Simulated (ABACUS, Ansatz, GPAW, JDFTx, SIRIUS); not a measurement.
FeO: 5 runs at one level of theory

```
Fe O
1.0
     1.51882    0.87689    2.51958
    -1.51882    0.87689    2.51958
     0.00000   -1.75378    2.51958
Fe O
1 1
Direct
  0.00349 0.00059 0.00193
  0.48174 0.51863 0.48149
```

Atoms were shifted at random by some hundredths of an Å from the given cell, which wasn't relaxed again for these runs.

Alike in all runs: task single point; functional PBEsol; k mesh 11 × 11 × 11; occupations fermi-dirac, width 0.05 eV; collinear spin, ferromagnetic start; no spin-orbit coupling. Pressure is positive in compression and, in plane waves, holds the error of the finite cutoff.

```csv
program and potentials,plane-wave cutoff (eV),notes,pressure (GPa),net moment per atom (μB),largest force (eV/Å)
"Ansatz, all-electron LAPW, scalar-relativistic",-,-,-8.82,2.00,0.226
"JDFTx, PseudoDojo-SR-PBEsol-0.4.1-standard with smoothed tails",1225,11 valence electrons an atom on average,-9.42,2.00,0.234
"ABACUS, PseudoDojo NC SR 0.4.1 PBEsol standard, plane waves",1225,11 valence electrons an atom on average,-9.45,2.00,0.238
"SIRIUS, PseudoDojo 0.4.1 PBEsol standard (scalar relativistic)",1228,11 valence electrons an atom on average,-9.42,2.00,0.234
"GPAW, PAW data sets generated for this functional",800,7 valence electrons an atom on average,-7.24,2.00,0.275
```

Force on atom 1 (Fe), eV/Å:

```csv
program and potentials,x,y,z
"Ansatz, all-electron LAPW, scalar-relativistic",-0.146,0.079,-0.153
"JDFTx, PseudoDojo-SR-PBEsol-0.4.1-standard with smoothed tails",-0.151,0.082,-0.159
"ABACUS, PseudoDojo NC SR 0.4.1 PBEsol standard, plane waves",-0.154,0.084,-0.162
"SIRIUS, PseudoDojo 0.4.1 PBEsol standard (scalar relativistic)",-0.151,0.082,-0.159
"GPAW, PAW data sets generated for this functional",-0.177,0.096,-0.186
```

The pressure spans -9.45 (ABACUS, PseudoDojo NC SR 0.4.1 PBEsol standard, plane waves) to -7.24 GPa (GPAW, PAW data sets generated for this functional), with all-electron results at -8.82. All agree on the net moment per atom. The state is the one that the start led to, which needn't be the lowest. The pressure on the cell as given of GPAW, PAW data sets generated for this functional lies far from the others; the cause wasn't traced.

The functional is the same throughout but for its coding, so the spread measures potentials, basis and numerics; runs on potential files found faulty are left out.
